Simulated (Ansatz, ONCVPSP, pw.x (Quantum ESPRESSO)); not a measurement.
**What a changed setting does to a pw.x run (fcc P)**

Potential: optimised norm-conserving Vanderbilt (ONCV), ONCVPSP 4.0.1, PBE; core [Ne], reference 3s2 3p3; waves: 3s: rc 1.40 bohr, ncon 4, nbas 9, qcut 4.9 1/bohr, 2 projectors, debl 2.25 Ha; 3p: rc 1.70 bohr, ncon 4, nbas 9, qcut 5.8 1/bohr, 2 projectors, debl 1.1 Ha; d scattering state at 0.18 Ha: rc 1.50 bohr, ncon 5, nbas 8, qcut 7.5 1/bohr, 2 projectors, debl 1.1 Ha; local part: polynomial inside 1.00 bohr (lpopt 5, dvloc0 6 Ha); core correction: Teter function, fcfact 4.5, rcfact 1.6.

The reference run (k-mesh 14³, cutoffs 50/200 Ry, Fermi–Dirac 0.01 Ry, mixing_beta 0.4, conv_thr 1e-9, no spin) gives -1.60 GPa at 14.767 Å³/atom, where all-electron LAPW gives -1.13 GPa. This run, with its own iteration cap, changes nosym to true.

```
&control
  calculation='scf', prefix='x', pseudo_dir='./', outdir='./tmp', tstress=.true., disk_io='none'
/
&system
  ibrav=0, nat=1, ntyp=1, ecutwfc=50, ecutrho=200, nbnd=9,
  occupations='smearing', smearing='fd', degauss=0.01, nosym=.true.
/
&electrons
  conv_thr=1e-09, mixing_beta=0.4, electron_maxstep=60
/
ATOMIC_SPECIES
P 1.0 P.UPF
CELL_PARAMETERS angstrom
  0.00000000 1.94724573 1.94724573
  1.94724573 0.00000000 1.94724573
  1.94724573 1.94724573 0.00000000
ATOMIC_POSITIONS crystal
P 0.0000 0.0000 0.0000
K_POINTS automatic
14 14 14 0 0 0
```

```bash
pw.x < P.scf.in > P.scf.out
```

How does the run end?

It converges in 6 iterations; the free energy moves by +0.0 meV/atom and the pressure by +0.00 GPa. The result is that of the reference run.

```
lattice parameter (alat)  =       5.2040  a.u.
     unit-cell volume          =      99.6527 (a.u.)^3
     number of electrons       =         5.00
     number of Kohn-Sham states=            9
     kinetic-energy cutoff     =      50.0000  Ry
     charge density cutoff     =     200.0000  Ry
     scf convergence threshold =      1.0E-09
     Exchange-correlation= PBE
     number of k points=  1376  Fermi-Dirac smearing, width (Ry)=  0.0100
     iteration #  1     ecut=    50.00 Ry     beta= 0.40
     total energy              =     -14.84924071 Ry
     estimated scf accuracy    <       0.00198710 Ry
     iteration #  2     ecut=    50.00 Ry     beta= 0.40
     total energy              =     -14.84907672 Ry
     estimated scf accuracy    <       0.00053007 Ry
     iteration #  3     ecut=    50.00 Ry     beta= 0.40
     total energy              =     -14.84912691 Ry
     estimated scf accuracy    <       0.00000451 Ry
     iteration #  4     ecut=    50.00 Ry     beta= 0.40
     total energy              =     -14.84912855 Ry
     estimated scf accuracy    <       0.00000003 Ry
     iteration #  5     ecut=    50.00 Ry     beta= 0.40
     total energy              =     -14.84912858 Ry
     estimated scf accuracy    <          3.4E-09 Ry
     iteration #  6     ecut=    50.00 Ry     beta= 0.40
     the Fermi energy is    10.9109 ev
!    total energy              =     -14.84912858 Ry
     estimated scf accuracy    <          1.4E-10 Ry
     smearing contrib. (-TS)   =      -0.00287911 Ry
     The total energy is F=E-TS. E is the sum of the following terms:
     one-electron contribution =       5.87209956 Ry
     hartree contribution      =       0.22868830 Ry
     xc contribution           =      -5.37244589 Ry
     ewald contribution        =     -15.57459144 Ry
     convergence has been achieved in   6 iterations
          total   stress  (Ry/bohr**3)                   (kbar)     P=      -16.04
     Message from routine punch:
     Nothing written, as per user request (disk_io='none')
```

The run took about 45 s on one core of a shared server CPU.
